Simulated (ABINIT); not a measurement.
Write the native input for ABINIT 10.8.3 (patched build) that does the following.

```
Task                                            : single point
Functional                                      : PBE
Potentials or basis                             : JTH PAW PBE v2.0
Cutoff                                          : 626 eV
k mesh                                          : 12 × 12 × 12
Occupations                                     : fermi-dirac, width 0.05 eV
Spin                                            : no spin polarisation
Fine-grid cutoff                                : 1224.51 eV
Exchange and correlation inside the PAW spheres : full angular mesh (pawxcdev 0, this build's default; the released program takes 1)
```

SrO:

```
Sr O
1.0
     0.00000    2.56630    2.56630
     2.56630    0.00000    2.56630
     2.56630    2.56630    0.00000
Sr O
1 1
Direct
  0.50000 0.50000 0.50000
  0.00000 0.00000 0.00000
```

The input as run:

run.abi

```
# Pseudopotentials
pp_dirpath "./"
pseudos "Sr.GGA_PBE-JTH.xml, O.GGA_PBE-JTH.xml"

# Structure
acell 6.8583759662 6.8583759662 6.8583759662
rprim
     0.0000000000     0.7071067812     0.7071067812
     0.7071067812     0.0000000000     0.7071067812
     0.7071067812     0.7071067812     0.0000000000
ntypat 2
znucl 38 8
natom 2
typat 1 2
xred
     0.5000000000     0.5000000000     0.5000000000
     0.0000000000     0.0000000000     0.0000000000

# Plane-wave basis
ecut 625.861884 eV
pawecutdg 45.0

# k points
kptopt 1
ngkpt 12 12 12
nshiftk 1
shiftk 0.0 0.0 0.0

# Exchange and correlation
ixc 11

# Bands and occupations
nband 12
occopt 3
tsmear 0.05 eV

# SCF cycle
nstep 100
tolvrs 1.0e-9

# Output
iomode 3
prtwf 0
prtden 0
prteig 0
prtebands 0
enunit 1
```

Potentials or basis: JTH PAW PBE v2.0.

Launch:

```console
$ abinit run.abi > log 2>&1
```

Results of the run:

The pressure is 3.0 GPa. The band gap on the k mesh is 3.31 eV, indirect (least direct gap 3.38 eV). The valence electrons inside the program's atomic spheres are Sr 7.36; O 4.52.

Run time: 27 s on 1 thread of Arm Neoverse V2, with other jobs on the host, peak memory 0.13 GiB.
